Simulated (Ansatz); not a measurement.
**How Si answers to pressure**

```
Si
1.0
     0.00000    2.73492    2.73492
     2.73492    0.00000    2.73492
     2.73492    2.73492    0.00000
Si
2
Cartesian
  0.0000 0.0000 0.0000
  1.3675 1.3675 1.3675
```

The cell was built from the diamond type and relaxed in the same program, and has space group Fd-3m; it needn't be a known or the stable phase.

All numbers below come from Ansatz 0.2.0, DFT, PBE, all-electron LAPW, scalar-relativistic.

Settings: a Γ-centred 13×13×13 k mesh, Fermi–Dirac smearing of 0.05 eV, basis error target 0.25 meV/atom, no spin polarisation.

The cell is scaled evenly with fractional coordinates held. Semilocal gaps are too small, but their slopes carry over better.

| V/V(cell) | P (GPa) | gap on the k mesh (eV) |
| --- | --- | --- |
| 0.9500 | 5.06 | 0.548 |
| 0.9750 | 2.36 | 0.594 |
| 1.0000 | -0.01 | 0.635 |
| 1.0250 | -2.08 | 0.675 |

Q: From the rows at 0.9750 and 1.0250, what is the bulk modulus at the cell's volume?

A: B = −ΔP/Δln V = −[(-2.08) − (2.36)]/0.05001 = 88.8 GPa.

Q: What are the gap's volume deformation potential and pressure coefficient?

A: dEg/dln V = (0.675 − 0.594)/0.05001 = 1.62 eV, and dEg/dP = −(dEg/dln V)/B = -18 meV/GPa: pressure narrows the gap.

Q: Predict the row at V/V(cell) = 1.0500. How far is a linear estimate of P off?

A: P = -3.89 GPa, gap 0.711 eV. The linear estimate P(cell) − B ln(V/V(cell)) = -4.34 GPa misses by 0.45 GPa, since the modulus falls on expansion.
